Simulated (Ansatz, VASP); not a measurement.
## ZnO: VASP beside Ansatz

File INCAR:

```
PREC     = Accurate       # precision mode
ENCUT    = 520            # plane-wave cutoff, eV
EDIFF    = 1E-7           # SCF threshold, eV
ISMEAR   = 0              # smearing method
SIGMA    = 0.02           # smearing width, eV
LREAL    = F              # projectors in reciprocal space
LASPH    = T              # aspherical terms in the spheres
NELM     = 60             # most SCF steps
ALGO     = Normal         # electronic algorithm
ISIF     = 2              # what is computed and relaxed
LWAVE    = F              # write WAVECAR
LCHARG   = T              # write CHGCAR
GGA      = PE             # functional
LELF     = T              # ELF
LVHAR    = T            
NBANDS   = 26             # bands
```

File KPOINTS:

```
regular mesh
0
Gamma
  9 9 6
```

The input POSCAR:

```
ZnO
1.0
    3.2793874430      0.0000000000      0.0000000000
   -1.6396937215      2.8400328345      0.0000000000
    0.0000000000      0.0000000000      5.2931776513
Zn O
2 2
Direct
    0.6666666667      0.3333333333      0.5006021986
    0.3333333333      0.6666666667      0.0006021986
    0.6666666667      0.3333333333      0.8797078014
    0.3333333333      0.6666666667      0.3797078014
```

Input for Ansatz:

```yaml
crystal:
  lattice:
    - [3.279387443, 0.0, 0.0]
    - [-1.6396937215, 2.8400328345, 0.0]
    - [0.0, 0.0, 5.2931776513]
  atoms:
    - { symbol: Zn, position: [0.6666666667, 0.3333333333, 0.5006021986] }
    - { symbol: Zn, position: [0.3333333333, 0.6666666667, 0.0006021986] }
    - { symbol: O, position: [0.6666666667, 0.3333333333, 0.8797078014] }
    - { symbol: O, position: [0.3333333333, 0.6666666667, 0.3797078014] }
basis:
  ecutwfc: 420
  xc_grid: 2
kpoints:
  mp_grid: { grid: [9, 9, 6] }
  band_path: { path: [VBM, CBM], npoints: 2 }
hamiltonian:
  xc: pbe
scf:
  occupations: { method: gaussian, width: 0.02 }
output:
  forces: true
  stress: true
  eigenvalues: true
```

Alike in both runs: task single point; functional PBE; k mesh 9 × 9 × 6; occupations gaussian, width 0.02 eV; no spin polarisation.

```csv
,VASP,Ansatz
version,VASP 6.6.1,Ansatz 0.2.0
potentials or method,"VASP PAW PBE potentials, release 64 (Zn, O)","scalar-relativistic, plane waves, PAW"
plane-wave cutoff (eV),520,420
valence electrons in the cell,36,36
```

```csv
,VASP,Ansatz,Ansatz less VASP
gap on the k mesh at the Fermi level (eV),0.73,0.74,+0.016
least direct gap on the mesh (eV),0.73,0.74,+0.016
pressure (GPa),0.9,0.0,-0.90
```

The functional is the same, so the differences come from potentials, cutoffs and numerics.
